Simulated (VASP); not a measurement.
## Input and output of a VASP PBE single-point calculation on MgS (strained zincblende)

INCAR

```
GGA = PE
NSW = 0
LREAL = .FALSE.
ENCUT = 520
ISIF = 2
LELF = .TRUE.
SIGMA = 0.02
IBRION = -1
LASPH = .TRUE.
EDIFF = 1E-7
ISMEAR = -1
NELM = 120
LCHARG = .TRUE.
LWAVE = .FALSE.
NBANDS = 11
PREC = Accurate
```

KPOINTS

```
KPOINTS created by Atomic Simulation Environment
0
Gamma
8 8 8
0 0 0
```

KPOINTS_OPT

```
special points
6
Reciprocal
0.0000000000 0.0000000000 0.0000000000 1
-0.5000000000 -0.5000000000 0.0000000000 1
-0.3750000000 -0.3750000000 0.2500000000 1
-0.3750000000 0.0000000000 0.3750000000 1
0.0000000000 0.0000000000 0.5000000000 1
-0.5000000000 -0.2500000000 0.2500000000 1
```

POSCAR

```
Mg S
 1.0000000000000000
    -0.0094362561000000    2.8214405849999999    2.8214405849999999
     2.8214405849999999   -0.0094362561000000    2.8214405849999999
     2.8214405849999999    2.8214405849999999   -0.0094362561000000
 Mg  S
   1   1
Cartesian
 -0.0017857469557495 -0.0017857469557495 -0.0017857469557495
  1.4101469754307498  1.4101469754307496  1.4101469754307496
```

VASP ran with the recommended PBE PAW datasets (8 valence electrons in the cell).

Command

```
mpirun -np 1 vasp_std
```

OSZICAR

```
N       E                     dE             d eps       ncg     rms          rms(c)
DAV:   1     0.247677159626E+02    0.24768E+02   -0.33719E+03  1446   0.575E+02
DAV:   2    -0.698815026274E+01   -0.31756E+02   -0.30194E+02  1718   0.999E+01
DAV:   3    -0.896860318232E+01   -0.19805E+01   -0.19772E+01  1765   0.270E+01
DAV:   4    -0.898531283556E+01   -0.16710E-01   -0.16708E-01  1709   0.297E+00
DAV:   5    -0.898550979594E+01   -0.19696E-03   -0.19696E-03  1834   0.319E-01    0.405E+00
DAV:   6    -0.849673823795E+01    0.48877E+00   -0.12204E+00  1568   0.411E+00    0.312E+00
DAV:   7    -0.846201270244E+01    0.34726E-01   -0.27010E-01  1703   0.212E+00    0.244E+00
DAV:   8    -0.846960783810E+01   -0.75951E-02   -0.23310E-02  1547   0.922E-01    0.137E+00
DAV:   9    -0.846873814287E+01    0.86970E-03   -0.24021E-03  1590   0.243E-01    0.439E-01
DAV:  10    -0.846894352127E+01   -0.20538E-03   -0.66396E-04  1580   0.121E-01    0.905E-02
DAV:  11    -0.846894871619E+01   -0.51949E-05   -0.54647E-05  1736   0.302E-02    0.545E-02
DAV:  12    -0.846895016143E+01   -0.14452E-05   -0.67847E-06  1628   0.129E-02    0.663E-03
DAV:  13    -0.846895015483E+01    0.66017E-08   -0.30272E-07  1773   0.276E-03
   1 F= -.84689502E+01 E0= -.84689502E+01  d E =-.270393E-11
       N       E                     dE             ncg
DAV:   1     0.924906620253E+03   -0.14125E+04      132
DAV:   2     0.743616518762E+03   -0.18129E+03      177
DAV:   3     0.734597001670E+03   -0.90195E+01      162
DAV:   4     0.734528578801E+03   -0.68423E-01      158
DAV:   5     0.734527778114E+03   -0.80069E-03      197
DAV:   6     0.734527768705E+03   -0.94085E-05      147
DAV:   7     0.734527768501E+03   -0.20480E-06      186
DAV:   8     0.734527768496E+03   -0.47041E-08      137
```

From OUTCAR

```
k-points           NKPTS =     65   k-points in BZ     NKDIM =     65   number of bands    NBANDS=     11

   NELECT =       8.0000    total number of electrons

   dimension x,y,z NGX =    30 NGY =   30 NGZ =   30
   dimension x,y,z NGXF=    60 NGYF=   60 NGZF=   60

  energy-cutoff  :      520.00
  volume of cell :       45.15
      direct lattice vectors                 reciprocal lattice vectors
    -0.009436256  2.821440585  2.821440585    -0.176327868  0.176919573  0.176919573
     2.821440585 -0.009436256  2.821440585     0.176919573 -0.176327868  0.176919573
     2.821440585  2.821440585 -0.009436256     0.176919573  0.176919573 -0.176327868

 k-points in reciprocal lattice and weights: KPOINTS created by Atomic Simulation Env
   0.00000000  0.00000000  0.00000000       0.002
   0.12500000 -0.00000000 -0.00000000       0.012
   0.25000000 -0.00000000 -0.00000000       0.012
   0.37500000 -0.00000000 -0.00000000       0.012
   0.50000000 -0.00000000 -0.00000000       0.006
   0.12500000  0.12500000 -0.00000000       0.012
   0.25000000  0.12500000 -0.00000000       0.023
   0.37500000  0.12500000 -0.00000000       0.023
   ...

 E-fermi :   1.5381

 k-point     1 :       0.0000    0.0000    0.0000
  band No.  band energies     occupation
      1     -10.1893      2.00000
      2       1.0848      2.00000
      3       1.0848      2.00000
      4       1.1139      2.00000
      5       4.5774      0.00000
      6       9.0356      0.00000
      7       9.0356      0.00000
      8       9.1021      0.00000
      9      11.9363      0.00000
     10      11.9363      0.00000
     11      14.8596      0.00000

 k-point     2 :       0.1250   -0.0000   -0.0000
  band No.  band energies     occupation
      1     -10.1015      2.00000
      2       0.4066      2.00000
      3       1.0326      2.00000
      4       1.0570      2.00000
      5       5.2386      0.00000
      6       8.8570      0.00000
      7       9.2140      0.00000
      8       9.2711      0.00000
      9      11.4744      0.00000
     10      11.4888      0.00000
     11      14.2460      0.00000

 k-point     3 :       0.2500   -0.0000   -0.0000
  band No.  band energies     occupation
      1      -9.8740      2.00000
      2      -0.7684      2.00000
      3       0.9146      2.00000
      4       0.9354      2.00000
      5       6.0944      0.00000
      6       8.8981      0.00000
      7       9.2565      0.00000
      8       9.2982      0.00000
      9      11.5141      0.00000
     10      11.5603      0.00000
     11      13.3828      0.00000

 k-point     4 :       0.3750   -0.0000   -0.0000
  band No.  band energies     occupation
      1      -9.6194      2.00000
      2      -1.6984      2.00000
      3       0.8064      2.00000
      4       0.8239      2.00000
      5       6.2676      0.00000
      6       8.9024      0.00000
      7       8.9377      0.00000
      8       9.4755      0.00000
      9      12.8027      0.00000
     10      12.8675      0.00000
     11      13.3829      0.00000

 k-point     5 :       0.5000   -0.0000   -0.0000
  band No.  band energies     occupation
      1      -9.5039      2.00000
      2      -2.0514      2.00000
      3       0.7641      2.00000
      4       0.7803      2.00000
      5       6.2355      0.00000
      6       8.7318      0.00000
      7       8.7674      0.00000
      8       9.7233      0.00000
      9      14.0195      0.00000
     10      14.2450      0.00000
     11      14.3101      0.00000

 k-point     6 :       0.1250    0.1250   -0.0000
  band No.  band energies     occupation
      1     -10.0719      2.00000
      2       0.4140      2.00000
      3       0.9025      2.00000
      4       0.9241      2.00000
      5       5.4605      0.00000
      6       8.5120      0.00000
      7       9.4639      0.00000
      8       9.5039      0.00000
      9      10.5176      0.00000
     10      12.2006      0.00000
     11      15.5132      0.00000

 k-point     7 :       0.2500    0.1250   -0.0000
  band No.  band energies     occupation
      1      -9.8904      2.00000
      2      -0.4646      2.00000
      3       0.7566      2.00000
      4       0.7806      2.00000
      5       6.2611      0.00000
      6       8.2472      0.00000
      7       9.2212      0.00000
      8       9.8014      0.00000
      9      10.6118      0.00000
     10      12.3854      0.00000
     11      14.5815      0.00000

 k-point     8 :       0.3750    0.1250   -0.0000
  band No.  band energies     occupation
      1      -9.6415      2.00000
      2      -1.3883      2.00000
      3       0.5777      2.00000
      4       0.6526      2.00000
      5       6.6524      0.00000
      6       8.2648      0.00000
      7       9.1187      0.00000
      8       9.5520      0.00000
      9      11.8678      0.00000
     10      13.4244      0.00000
     11      14.1610      0.00000

 k-point     9 :       0.5000    0.1250   -0.0000
  band No.  band energies     occupation
      1      -9.4741      2.00000
      2      -1.8946      2.00000
      3       0.3825      2.00000
      4       0.6561      2.00000
      5       6.7225      0.00000
      6       7.9815      0.00000
      7       9.2077      0.00000
      8       9.9858      0.00000
      9      12.9905      0.00000
     10      14.3220      0.00000
     11      14.8755      0.00000

 k-point    10 :      -0.3750    0.1250    0.0000
  band No.  band energies     occupation
      1      -9.5131      2.00000
      2      -1.7799      2.00000
      3       0.3032      2.00000
      4       0.7662      2.00000
      5       6.8174      0.00000
      6       8.0859      0.00000
      7       9.1407      0.00000
      8       9.8551      0.00000
      9      12.5016      0.00000
     10      13.9653      0.00000
     11      14.8126      0.00000

 k-point    11 :      -0.2500    0.1250    0.0000
  band No.  band energies     occupation
      1      -9.7274      2.00000
      2      -1.1068      2.00000
      3       0.4002      2.00000
      4       0.9286      2.00000
      5       6.7484      0.00000
      6       8.5324      0.00000
      7       9.0429      0.00000
      8       9.4039      0.00000
      9      10.9502      0.00000
     10      13.1868      0.00000
     11      14.3019      0.00000

 k-point    12 :      -0.1250    0.1250    0.0000
  band No.  band energies     occupation
      1      -9.9670      2.00000
      2      -0.2101      2.00000
      3       0.6965      2.00000
      4       1.0519      2.00000
      5       6.0023      0.00000
      6       8.5927      0.00000
      7       9.3294      0.00000
      8       9.4716      0.00000
      9      10.5962      0.00000
     10      11.9548      0.00000
     11      14.7826      0.00000

 k-point    13 :       0.2500    0.2500   -0.0000
  band No.  band energies     occupation
      1      -9.7687      2.00000
      2      -0.6543      2.00000
      3       0.5118      2.00000
      4       0.5369      2.00000
      5       6.2731      0.00000
      6       7.6240      0.00000
      7       9.5302      0.00000
      8      10.5848      0.00000
      9      10.6139      0.00000
     10      12.9776      0.00000
     11      16.6189      0.00000

 k-point    14 :       0.3750    0.2500   -0.0000
  band No.  band energies     occupation
      1      -9.5663      2.00000
      2      -1.2044      2.00000
      3       0.2204      2.00000
      4       0.3935      2.00000
      5       6.1914      0.00000
      6       7.5930      0.00000
      7       9.5027      0.00000
      8      10.8203      0.00000
      9      11.8801      0.00000
     10      13.8951      0.00000
     11      15.8493      0.00000

 k-point    15 :       0.5000    0.2500   -0.0000
  band No.  band energies     occupation
      1      -9.3979      2.00000
      2      -1.5660      2.00000
      3      -0.2300      2.00000
      4       0.3936      2.00000
      5       6.3229      0.00000
      6       8.0859      0.00000
      7       9.6279      0.00000
      8      10.4315      0.00000
      9      12.7681      0.00000
     10      14.4730      0.00000
     11      15.6910      0.00000

 k-point    16 :      -0.3750    0.2500   -0.0000
  band No.  band energies     occupation
      1      -9.3786      2.00000
      2      -1.5504      2.00000
      3      -0.5279      2.00000
      4       0.5364      2.00000
      5       6.7579      0.00000
      6       8.2614      0.00000
      7       9.8894      0.00000
      8      10.0857      0.00000
      9      12.5427      0.00000
     10      12.6801      0.00000
     11      16.0885      0.00000

 ...

  Total        0.3475620      0.3475620      0.3475620      0.0283377      0.0283377      0.0283377
  in kB       12.3346501     12.3346501     12.3346501      1.0056776      1.0056776      1.0056776
  external PRESSURE =      12.3346501 kB  Pullay stress =       0.0000000 kB

 POSITION                                       TOTAL-FORCE (eV/Angst)
 -----------------------------------------------------------------------------------
      5.63166      5.63166      5.63166        -0.000690     -0.000690     -0.000690
      1.41015      1.41015      1.41015         0.000690      0.000690      0.000690
 -----------------------------------------------------------------------------------
    total drift:                               -0.000030     -0.000030     -0.000030

  FREE ENERGIE OF THE ION-ELECTRON SYSTEM (eV)
  ---------------------------------------------------
  free  energy   TOTEN  =        -8.4689501548 eV

  energy  without entropy=       -8.4689501548  energy(sigma->0) =       -8.46895015
```

```yaml
gap_between_bands_v_and_c: 3.46 eV
least_direct_gap: 3.46 eV
pressure: 1.2 GPa
```

Band v is the last that the valence electrons fill when counted band by band, and c is the next.

The run took about 25 s on one core of a shared host (Intel Xeon Platinum 8488C) and held 0.21 GiB at most.
